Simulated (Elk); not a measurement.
An Elk run on NaH with settings drawn from a wide range, so not all are converged; totals and levels move with the basis, and no second program has checked them. These are results of DFT, TB-mBJ exchange potential with LDA correlation, all-electron APW+lo, Dirac cores, scalar-relativistic bands (Elk 11.2.3 with local patches), not measurements. Elk's input is in atomic units.

Command: `OMP_NUM_THREADS=1 elk` The run took about 230 s on 1 thread of a shared machine.

```
tasks
  0
  110
  115
  195

xctype
  100 208 12

rgkmax
  6

gmaxvr
  14

lmaxapw
  7

lmaxo
  5

lmaxi
  2

nrmtscf
  2.5

nempty
  12

epspot
  1e-07

epsengy
  1e-05

maxscl
  100

swidth
  0.0005

stype
  3

lradstp
  2

mixtype
  3

hmaxvr
  4

nxlo
  2

tforce
  .true.

lorbcnd
  .true.

sppath
  './'

avec
  0.00000000000 4.50968336510 4.50968336510
  4.50968336510 0.00000000000 4.50968336510
  4.50968336510 4.50968336510 0.00000000000

atoms
  2
  'Na.in'
  1
  0.000000000000 0.000000000000 0.000000000000   0.000 0.000 0.000
  'H.in'
  1
  0.500000000000 0.500000000000 0.500000000000   0.000 0.000 0.000

ngridk
  12 12 12
```

Muffin-tin radii in the species files: H 1.12, Na 1.76 bohr.

Structure from Materials Project entry mp-23870 (possibly hypothetical), not relaxed further.

Q: What does the run give?

A: It settled in energy, though the test on the potential was never met; total energy -148.0541 Ha, charge error 0.0000 e; sphere charges Na1 9.82, H2 0.66 e; gap 6.70 eV; 100 SCF iterations.
```
Warning(gndstate): failed to reach self-consistency after 100 loops
```
